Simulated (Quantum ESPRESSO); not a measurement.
Here is a Quantum ESPRESSO 7.5 calculation.

File pw.in:

```
&CONTROL
  calculation = 'scf'
  prefix = 'pwscf'
  outdir = './tmp'
  pseudo_dir = './pseudo'
  tprnfor = .true.
  tstress = .true.
  disk_io = 'low'
/
&SYSTEM
  ibrav = 0
  celldm(1) = 8
  nat = 4
  ntyp = 2
  ecutwfc = 45
  ecutrho = 360
  nbnd = 14
  occupations = 'smearing'
  smearing = 'fd'
  degauss = 0.00367493
/
&ELECTRONS
  conv_thr = 8d-10
  electron_maxstep = 120
  mixing_beta = 0.5
/
ATOMIC_SPECIES
Al    26.9815 al_pbe_v1.uspp.F.UPF
N     14.0070 n_pbe_v1.2.uspp.F.UPF
CELL_PARAMETERS alat
  0.7353396782450   0.0000000000000   0.0000000000000
 -0.3676698391225   0.6368228417753   0.0000000000000
  0.0000000000000   0.0000000000000   1.1765907283451
ATOMIC_POSITIONS crystal
Al     0.6666666667    0.3333333333    0.5000000000
Al     0.3333333333    0.6666666667    0.0000000000
N      0.6666666667    0.3333333333    0.8800000000
N      0.3333333333    0.6666666667    0.3800000000
K_POINTS automatic
8 8 6 0 0 1
```

File scf2.in:

```
&CONTROL
  calculation = 'scf'
  prefix = 'pwscf'
  outdir = './tmp'
  pseudo_dir = './pseudo'
  tprnfor = .true.
  tstress = .true.
  disk_io = 'low'
/
&SYSTEM
  ibrav = 0
  celldm(1) = 8
  nat = 4
  ntyp = 2
  ecutwfc = 45
  ecutrho = 360
  nbnd = 14
  occupations = 'fixed'
/
&ELECTRONS
  conv_thr = 1d-13
  electron_maxstep = 120
  mixing_beta = 0.5
  startingpot = 'file'
  startingwfc = 'file'
/
ATOMIC_SPECIES
Al    26.9815 al_pbe_v1.uspp.F.UPF
N     14.0070 n_pbe_v1.2.uspp.F.UPF
CELL_PARAMETERS alat
  0.7353396782450   0.0000000000000   0.0000000000000
 -0.3676698391225   0.6368228417753   0.0000000000000
  0.0000000000000   0.0000000000000   1.1765907283451
ATOMIC_POSITIONS crystal
Al     0.6666666667    0.3333333333    0.5000000000
Al     0.3333333333    0.6666666667    0.0000000000
N      0.6666666667    0.3333333333    0.8800000000
N      0.3333333333    0.6666666667    0.3800000000
K_POINTS automatic
8 8 6 0 0 1
```

ph.in

```
dielectric of AlN
&INPUTPH
  prefix = 'pwscf'
  outdir = './tmp'
  tr2_ph = 1d-18
  fildyn = 'dyn'
  niter_ph = 90
  alpha_mix(1) = 0.7
  epsil = .true.
  trans = .false.
  zeu = .true.
/
0.0000000000 0.0000000000 0.0000000000
```

Potentials or basis: GBRV 1.5 PBE.

Run with:

```console
$ OMP_NUM_THREADS=1 pw.x -in pw.in > pw.out
$ OMP_NUM_THREADS=1 pw.x -in scf2.in > scf2.out
$ OMP_NUM_THREADS=1 ph.x -in ph.in > ph.out
```

(1) Estimate the electronic dielectric tensor (diagonal).

(2) Estimate the Born charges (mean of the diagonal).

(3) Estimate the largest force.

(4) Estimate the pressure.

Answers

(1) 4.46, 4.46, 4.65.

(2) Al +2.58; N -2.59 e.

(3) 0.127 eV/Å.

(4) 4.2 GPa.

Caveat: the cell is more than 3 GPa from zero pressure, which shifts response properties.
